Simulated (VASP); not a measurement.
Write the native input for VASP 6.6.1 that does the following.

- Task: density of states
- Functional: PBE
- Potentials or basis: VASP PAW PBE potentials, release 64 (Li_sv)
- Cutoff: 520 eV
- k mesh: 15 × 15 × 8
- Occupations: fermi-dirac, width 0.03 eV
- Spin: no spin polarisation
- Dipole correction: no
- k mesh for the DOS: 23 × 23 × 12
- Occupations for the DOS: tetrahedron
- Further INCAR settings: ALGO = Normal; EDIFF = 1e-06

Li:

```
Li
1.0
     3.11100    0.00000    0.00000
    -1.55550    2.69421    0.00000
     0.00000    0.00000    5.09300
Li
2
Direct
  0.33333 0.66667 0.25000
  0.66667 0.33333 0.75000
```

This isn't the form of Li at room conditions, which is bcc.

These files were run (other wordings do the same):

POSCAR

```
Li
1.0
    3.1110021516      0.0000000000      0.0000000000
   -1.5555010758      2.6942068945      0.0000000000
    0.0000000000      0.0000000000      5.0930000000
Li
2
Direct
    0.3333333333      0.6666666667      0.2500000000
    0.6666666667      0.3333333333      0.7500000000
```

INCAR.step1

```
ALGO = Normal
EDIFF = 1E-6
ENCUT = 520
GGA = PE
ISIF = 2
ISMEAR = -1
LASPH = T
LCHARG = T
LREAL = F
LWAVE = F
NBANDS = 10
NELM = 80
PREC = Accurate
SIGMA = 0.03
```

KPOINTS.step1

```
k-points
0
Gamma
  15 15 8
```

INCAR.step2

```
ALGO = Normal
EDIFF = 1E-6
ENCUT = 520
GGA = PE
ICHARG = 11
ISIF = 2
ISMEAR = -5
LASPH = T
LCHARG = F
LORBIT = 11
LREAL = F
LWAVE = F
NEDOS = 1001
NELM = 80
PREC = Accurate
SIGMA = 0.03
```

KPOINTS.step2

```
k-points
0
Gamma
  23 23 12
```

Potentials or basis: VASP PAW PBE potentials, release 64 (Li_sv).

Command:

```console
$ cat potpaw_PBE.64/Li_sv/POTCAR > POTCAR
$ cp INCAR.step1 INCAR
$ cp KPOINTS.step1 KPOINTS
$ mpirun -np 1 vasp_std > vasp.out
$ cp INCAR.step2 INCAR
$ cp KPOINTS.step2 KPOINTS
$ mpirun -np 1 vasp_std > vasp.out
```

It gave:

```json
{
 "Valence electrons inside the program's atomic spheres": "Li 2.07"
}
```

Wall time 60 s on 1 thread of Intel(R) Xeon(R) Platinum 8259CL CPU @ 2.50GHz (Skylake/Cascade Lake) (shared host), peak memory 0.21 GiB.
